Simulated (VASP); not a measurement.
# Pb (C2/m) in VASP: notebook, part 2 of 2

VASP 6.6.1. Earlier steps stand in the parts before.

## 5. Single point, LDA

INCAR

```
SYSTEM = Pb
ADDGRID = .False. ; ALGO = Normal
EDIFF = 1E-6 ; ENCUT = 460
GGA = CA ; ISIF = 2
ISMEAR = 1 ; LASPH = .True.
LCHARG = .False. ; LREAL = .False.
LWAVE = .False. ; NELM = 100
PREC = Accurate ; SIGMA = 0.2
```

KPOINTS

```
k-points
0
Gamma
  5 5 3
  0 0 0
```

POSCAR

```
Pb
1.0
    3.0386068135     -1.7503199600      0.0000000000
    3.0386068135      1.7503199600      0.0000000000
   -2.1154626375      0.0000000000      6.0952248674
Pb
2
Direct
    0.9226740000      0.9042520000      0.7213670000
    0.1042030000      0.0659440000      0.2801110000
```

Potentials or basis: VASP PAW LDA potentials, release 64 (Pb_d).

Launch:

```console
$ cat potpaw_LDA.64/Pb_d/POTCAR > POTCAR
$ mpirun -np 1 vasp_std > vasp.out
```

OUTCAR:

```text
SYSTEM = Pb
   EDIFF = 1E-6
   ENCUT = 460
   GGA = CA
   ISIF = 2
   ISMEAR = 1
   LASPH = .True.
   LREAL = .False.
   NELM = 100
   PREC = Accurate

 Found     38 irreducible k-points:

 Following reciprocal coordinates:
            Coordinates               Weight
  0.000000  0.000000  0.000000      1.000000
  0.200000 -0.000000  0.000000      2.000000
  0.000000 -0.200000  0.000000      2.000000
  0.400000  0.000000 -0.000000      2.000000
  0.000000 -0.400000  0.000000      2.000000
  0.200000  0.200000  0.000000      2.000000
   k-points           NKPTS =     38   k-points in BZ     NKDIM =     38   number of bands    NBANDS=     18
   number of dos      NEDOS =    301   number of ions     NIONS =      2
   total plane-waves  NPLWV =  37632
   dimension x,y,z NGX =    28 NGY =   28 NGZ =   48
   dimension x,y,z NGXF=    56 NGYF=   56 NGZF=   96
   ions per type =               2
   NGX,Y,Z   is equivalent  to a cutoff of  13.27, 13.27, 12.37 a.u.
   NGXF,Y,Z  is equivalent  to a cutoff of  26.55, 26.55, 24.74 a.u.
 SYSTEM =  Pb
   PREC   = accura    normal or accurate (medium, high low for compatibility)
   ISTART =      0    job   : 0-new  1-cont  2-samecut
   ICHARG =      2    charge: 1-file 2-atom 10-const
   ISPIN  =      1    spin polarized calculation?
   LNONCOLLINEAR =      F non collinear calculations
[... 55 lines left out ...]

 val. band max:        6.1488815145   @ k =  -0.4000   0.0000   0.3333
 cond. band min:       6.1705094751   @ k =  -0.4000   0.2000   0.0000
 fundamental gap:      0.0216279605
 Fermi energy:         6.1606437419

 k-point     1 :       0.0000    0.0000    0.0000
  band No.  band energies     occupation
      1     -10.8084      2.00000
      2     -10.7193      2.00000
      3     -10.7135      2.00000
      4     -10.7131      2.00000
      5     -10.7087      2.00000
      6     -10.7052      2.00000
[... 103 lines left out ...]
      5     -10.6530      2.00000
      6     -10.6253      2.00000
[... 10 lines left out ...]
     17      12.0153      0.00000
     18      12.6903      0.00000

 [... further k-points ...]

------------------------ aborting loop because EDIFF is reached ----------------------------------------

  FORCE on cell =-STRESS in cart. coord.  units (eV):
  Direction    XX          YY          ZZ          XY          YZ          ZX
  --------------------------------------------------------------------------------------
  -------------------------------------------------------------------------------------
  Total       -1.1339579     -0.6107556     -1.2272085     -0.0117830     -0.0289302     -0.1481997
  in kB      -28.0217865    -15.0926805    -30.3261494     -0.2911744     -0.7149084     -3.6622358
  external PRESSURE =     -24.4802055 kB  Pullay stress =       0.0000000 kB

 VOLUME and BASIS-vectors are now :
 -----------------------------------------------------------------------------
  energy-cutoff  :      460.00
  volume of cell :       64.84
      direct lattice vectors                 reciprocal lattice vectors
     3.038606813 -1.750319960  0.000000000     0.164549095 -0.285662057  0.057109864
     3.038606813  1.750319960  0.000000000     0.164549095  0.285662057  0.057109864
    -2.115462637  0.000000000  6.095224867     0.000000000  0.000000000  0.164062856

 POSITION                                       TOTAL-FORCE (eV/Angst)
 -----------------------------------------------------------------------------------
      4.02528     -0.03224      4.39689         0.024193      0.004433     -0.010544
     -0.07555     -0.06697      1.70734        -0.024193     -0.004433      0.010544
 -----------------------------------------------------------------------------------
    total drift:                                0.000010     -0.000002      0.000016

  FREE ENERGIE OF THE ION-ELECTRON SYSTEM (eV)
  ---------------------------------------------------
  free  energy   TOTEN  =        -8.2706384528 eV

  energy  without entropy=       -8.2652760050  energy(sigma->0) =       -8.26885097
```

stdout:

```text
POSCAR found type information on POSCAR Pb
 POSCAR found :  1 types and       2 ions
 scaLAPACK will be used
 LDA part: xc-table for (Slater(with rela. corr.)+CA(PZ))
 , standard interpolation
 POSCAR, INCAR and KPOINTS ok, starting setup
 FFT: planning ... GRIDC
 FFT: planning ... GRID_SOFT
 FFT: planning ... GRID
 WAVECAR not read
 entering main loop
```

It took 13 s on 1 thread of Intel Xeon 6975P-C (Granite Rapids), shared host; peak memory 0.17 GiB.

These settings aren't checked as converged: the numbers below hold their error.

What came out:

| Property | Result |
| --- | --- |
| Free energy | -8.2706 eV |
| Pressure | -2.4 GPa |
| Largest force | 0.027 eV/Å |
| Band gap on the k mesh | none (metal or under the smearing width) |

Caveat: the k mesh is coarse (spacing up to 0.42 Å⁻¹), so the values aren't converged.

## 6. Single point, LDA

Changes to INCAR since step 5:

```diff
@@ -2,3 +2,3 @@
 ADDGRID = .False. ; ALGO = Normal
-EDIFF = 1E-6 ; ENCUT = 460
+EDIFF = 1E-6 ; ENCUT = 520
 GGA = CA ; ISIF = 2
```

KPOINTS is that of step 5.

POSCAR

```
Pb
1.0
    3.0386068135     -1.7503199600      0.0000000000
    3.0386068135      1.7503199600      0.0000000000
   -2.1154626375      0.0000000000      6.0952248674
Pb
2
Direct
    0.9085084100      0.9085084100      0.7262922000
    0.0914915900      0.0914915900      0.2737078000
```

Potentials or basis: VASP PAW LDA potentials, release 64 (Pb_d).

Launch:

```console
$ cat potpaw_LDA.64/Pb_d/POTCAR > POTCAR
$ mpirun -np 1 vasp_std > vasp.out
```

OUTCAR:

```text
SYSTEM = Pb
   EDIFF = 1E-6
   ENCUT = 520
   GGA = CA
   ISIF = 2
   ISMEAR = 1
   LASPH = .True.
   LREAL = .False.
   NELM = 100
   PREC = Accurate

 Found     24 irreducible k-points:

 Following reciprocal coordinates:
            Coordinates               Weight
  0.000000  0.000000  0.000000      1.000000
  0.200000 -0.000000  0.000000      4.000000
  0.400000  0.000000 -0.000000      4.000000
  0.200000  0.200000  0.000000      2.000000
  0.400000  0.200000 -0.000000      4.000000
 -0.400000  0.200000  0.000000      4.000000
   k-points           NKPTS =     24   k-points in BZ     NKDIM =     24   number of bands    NBANDS=     18
   number of dos      NEDOS =    301   number of ions     NIONS =      2
   total plane-waves  NPLWV =  37632
   dimension x,y,z NGX =    28 NGY =   28 NGZ =   48
   dimension x,y,z NGXF=    56 NGYF=   56 NGZF=   96
   ions per type =               2
   NGX,Y,Z   is equivalent  to a cutoff of  13.27, 13.27, 12.37 a.u.
   NGXF,Y,Z  is equivalent  to a cutoff of  26.55, 26.55, 24.74 a.u.
 SYSTEM =  Pb
   PREC   = accura    normal or accurate (medium, high low for compatibility)
   ISTART =      0    job   : 0-new  1-cont  2-samecut
   ICHARG =      2    charge: 1-file 2-atom 10-const
   ISPIN  =      1    spin polarized calculation?
   LNONCOLLINEAR =      F non collinear calculations
   LSORBIT =      F    spin-orbit coupling
   LASPH  =      T    aspherical Exc in radial PAW
   ENCUT  =  520.0 eV  38.22 Ry    6.18 a.u.   6.52  6.52 12.00*2*pi/ulx,y,z
   NELM   =    100;   NELMIN=  2; NELMDL= -5     # of ELM steps
   EDIFF  = 0.1E-05   stopping-criterion for ELM
   LREAL  =      F    real-space projection
   EDIFFG = 0.1E-04   stopping-criterion for IOM
   NSW    =      0    number of steps for IOM
   IBRION =     -1    ionic relax: 0-MD 1-quasi-New 2-CG
   NFREE  =      0    steps in history (QN), initial steepest desc. (CG)
   ISIF   =      2    stress and relaxation
   ISYM   =      2    0-nonsym 1-usesym 2-fastsym
   POTIM  = 0.5000    time-step for ionic-motion
   TEBEG  =    0.0;   TEEND  =   0.0 temperature during run
   PSTRESS=    0.0 pullay stress
   NELECT =      28.0000    total number of electrons
   NUPDOWN=      -1.0000    fix difference up-down
   EMIN   =  10.00;   EMAX   =-10.00  energy-range for DOS
   EFERMI =   0.00;   METHOD = LEGACY
   ISMEAR =     1;   SIGMA  =   0.20  broadening in eV -4-tet -1-fermi 0-gaus
   EFERMI_NEDOS =   21; number of points for ismear=-14 and -15
   IALGO  =     38    algorithm
   IMIX   =      4    mixing-type and parameters
     AMIX     =   0.40;   BMIX     =  1.00
     AMIX_MAG =   1.60;   BMIX_MAG =  1.00
  volume/ion in A,a.u.               =      32.42       218.77
  Fermi-wavevector in a.u.,A,eV,Ry     =   1.237438  2.338420 20.833975  1.531254
  Thomas-Fermi vector in A             =   2.372006
   LORBIT       =      0    0 simple, 1 ext, 2 COOP (PROOUT), +10 PAW based schemes
   GGA     = CA    functional components
   LHFCALC =     F    Hartree Fock is set to
   AEXX    =    0.0000 exact exchange contribution
   IVDW    =     0    specifies the selected vdW correction
   LEPSILON=     F    determine dielectric tensor
   LRPA    =     F    only Hartree local field effects (RPA)
 non-spin polarized calculation
 Methfessel and Paxton  Order N= 1 SIGMA  =   0.20
  energy-cutoff  :      520.00
  volume of cell :       64.84
 maximum number of plane-waves:      1770
 NGX is ok and might be reduce to    28
   NGX = 13   NGY = 13   NGZ = 23

 number of electron      27.9999996 magnetization

 Free energy of the ion-electron system (eV)
  ---------------------------------------------------
  ext. energy  EPLUGINS =         0.00000000
  ---------------------------------------------------
  free energy    TOTEN  =        -8.26369055 eV

  energy without entropy =       -8.25592440  energy(sigma->0) =       -8.26110183

 E-fermi :   6.1779     XC(G=0): -10.0934

 val. band max:        6.1098762296   @ k =  -0.2000  -0.4000   0.3333
 cond. band min:       6.2025940289   @ k =   0.4000   0.0000  -0.0000
 fundamental gap:      0.0927177993
 Fermi energy:         6.1779093281

 k-point     1 :       0.0000    0.0000    0.0000
  band No.  band energies     occupation
      1     -10.8289      2.00000
      2     -10.7087      2.00000
      3     -10.7071      2.00000
      4     -10.7053      2.00000
      5     -10.7045      2.00000
      6     -10.6908      2.00000
[... 10 lines left out ...]
     17      12.6901      0.00000
     18      12.8124      0.00000

 k-point     2 :       0.2000   -0.0000    0.0000
  band No.  band energies     occupation
      1     -10.8025      2.00000
      2     -10.7469      2.00000
      3     -10.7260      2.00000
      4     -10.6541      2.00000
      5     -10.6451      2.00000
      6     -10.6279      2.00000
[... 10 lines left out ...]
     17      11.9319      0.00000
     18      12.6303      0.00000

 k-point     3 :       0.4000    0.0000   -0.0000
  band No.  band energies     occupation
      1     -10.8261      2.00000
      2     -10.7838      2.00000
      3     -10.7642      2.00000
      4     -10.7244      2.00000
      5     -10.6406      2.00000
      6     -10.5417      2.00000
[... 10 lines left out ...]
     17      10.4612      0.00000
     18      10.6484      0.00000

 k-point     4 :       0.2000    0.2000    0.0000
  band No.  band energies     occupation
      1     -10.8206      2.00000
      2     -10.7232      2.00000
      3     -10.7185      2.00000
      4     -10.6614      2.00000
      5     -10.6381      2.00000
      6     -10.6212      2.00000
[... 10 lines left out ...]
     17      11.9313      0.00000
     18      12.6620      0.00000

 k-point     5 :       0.4000    0.2000   -0.0000
  band No.  band energies     occupation
      1     -10.7874      2.00000
      2     -10.7477      2.00000
      3     -10.7211      2.00000
      4     -10.6816      2.00000
      5     -10.6387      2.00000
      6     -10.6114      2.00000
[... 10 lines left out ...]
     17       9.1016     -0.00000
     18      11.5073      0.00000

 k-point     6 :      -0.4000    0.2000    0.0000
  band No.  band energies     occupation
      1     -10.7980      2.00000
      2     -10.7467      2.00000
      3     -10.7247      2.00000
      4     -10.6739      2.00000
      5     -10.6576      2.00000
      6     -10.5670      2.00000
[... 10 lines left out ...]
     17       7.6075     -0.00000
     18      10.2913      0.00000

 [... further k-points ...]

------------------------ aborting loop because EDIFF is reached ----------------------------------------

  FORCE on cell =-STRESS in cart. coord.  units (eV):
  Direction    XX          YY          ZZ          XY          YZ          ZX
  --------------------------------------------------------------------------------------
  -------------------------------------------------------------------------------------
  Total       -1.5542293     -0.7811625     -1.0985254      0.0000000      0.0000000     -0.0377593
  in kB      -38.4073188    -19.3036878    -27.1461987      0.0000000      0.0000000     -0.9330884
  external PRESSURE =     -28.2857351 kB  Pullay stress =       0.0000000 kB

 VOLUME and BASIS-vectors are now :
 -----------------------------------------------------------------------------
  energy-cutoff  :      520.00
  volume of cell :       64.84
      direct lattice vectors                 reciprocal lattice vectors
     3.038606813 -1.750319960  0.000000000     0.164549095 -0.285662057  0.057109864
     3.038606813  1.750319960  0.000000000     0.164549095  0.285662057  0.057109864
    -2.115462637  0.000000000  6.095224867     0.000000000  0.000000000  0.164062856

 POSITION                                       TOTAL-FORCE (eV/Angst)
 -----------------------------------------------------------------------------------
      3.98476      0.00000      4.42691         0.045848      0.000000     -0.074619
     -0.02300      0.00000      1.66831        -0.045848      0.000000      0.074619
 -----------------------------------------------------------------------------------
    total drift:                                0.000000      0.000000     -0.000000

  FREE ENERGIE OF THE ION-ELECTRON SYSTEM (eV)
  ---------------------------------------------------
  free  energy   TOTEN  =        -8.2636905520 eV

  energy  without entropy=       -8.2559243958  energy(sigma->0) =       -8.26110183
```

stdout:

```text
POSCAR found type information on POSCAR Pb
 POSCAR found :  1 types and       2 ions
 scaLAPACK will be used
 LDA part: xc-table for (Slater(with rela. corr.)+CA(PZ))
 , standard interpolation
 POSCAR, INCAR and KPOINTS ok, starting setup
 FFT: planning ... GRIDC
 FFT: planning ... GRID_SOFT
 FFT: planning ... GRID
 WAVECAR not read
 entering main loop
```

Run time: 8.2 s. Hardware: 1 thread of Intel Xeon 6975P-C (Granite Rapids), shared host; peak memory 0.16 GiB.

The run converged, but some of its settings lie outside the range that counts as converged, so its numbers aren't taken as properties of the crystal.

Results:

* Free energy: -8.2637 eV
* Pressure: -2.8 GPa
* Largest force: 0.088 eV/Å
* Band gap on the k mesh: none (metal or under the smearing width)

Caveat: the k mesh is coarse (spacing up to 0.42 Å⁻¹), so the values aren't converged.

## 7. The reference run

An earlier run on the cell as given: functional PBE; potentials or basis VASP PAW PBE potentials, release 64 (Pb_d); cutoff 520 eV; k mesh 9 × 9 × 5; occupations fermi-dirac, width 0.05 eV; no spin polarisation.

- Pressure: 0.7 GPa
- Largest force: 0.079 eV/Å
- Band gap on the k mesh: none (metal or under the smearing width)
